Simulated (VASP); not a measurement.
SiC:

```
Si C
1.0
     3.07569    0.00000    0.00000
    -1.53785    2.66363    0.00000
     0.00000    0.00000   10.07065
Si C
4 4
Direct
  0.00000 0.00000 0.18789
  0.00000 0.00000 0.68789
  0.33333 0.66667 0.43784
  0.66667 0.33333 0.93784
  0.00000 0.00000 0.00046
  0.00000 0.00000 0.50046
  0.33333 0.66667 0.24980
  0.66667 0.33333 0.74980
```

The cell is a database's computed one.

```yaml
Program: VASP 6.6.1
Task: relaxation of cell and atoms
Functional: RPBE
Dispersion: D3(BJ)
Potentials_or_basis: VASP PAW PBE potentials, release 64 (Si, C)
Cutoff: 600 eV
k_mesh: 10 × 10 × 3
Occupations: fermi-dirac, width 0.05 eV
Spin: no spin polarisation
```

At the start: pressure -15.8 GPa; volume 10.31 Å³/atom.

Task: How do energy, volume and symmetry change on relaxing?

Result: Over 6 steps the energy falls by 37.8 meV/atom and the volume is 9.59 Å³/atom (-7.0 %); space group P6_3mc (No. 186, to 0.05 Å).

Step by step:
| step | energy change (eV) | largest force (eV/Å) | pressure (GPa) | volume (Å³) |
| --- | --- | --- | --- | --- |
| 1 | 0.0000 | 0.0128 | -15.76 | 82.50 |
| 2 | 0.0792 | 0.0375 | 22.72 | 70.97 |
| 3 | -0.3027 | 0.0211 | -0.25 | 76.80 |
| 4 | -0.3027 | 0.0212 | 0.10 | 76.69 |
| 5 | -0.3027 | 0.0288 | -0.10 | 76.75 |
| 6 | -0.3028 | 0.0074 | -0.01 | 76.72 |

Final structure:
```
Si C
1.0
     3.00308    0.00000    0.00000
    -1.50154    2.60075    0.00000
     0.00000    0.00000    9.82318
Si C
4 4
Direct
  0.00000 0.00000 0.18797
  0.00000 0.00000 0.68797
  0.33333 0.66667 0.43777
  0.66667 0.33333 0.93777
  0.00000 0.00000 0.00042
  0.00000 0.00000 0.50042
  0.33333 0.66667 0.24983
  0.66667 0.33333 0.74983
```

Caveat: the PAW data sets were made with another functional, which shifts forces and pressure a little.
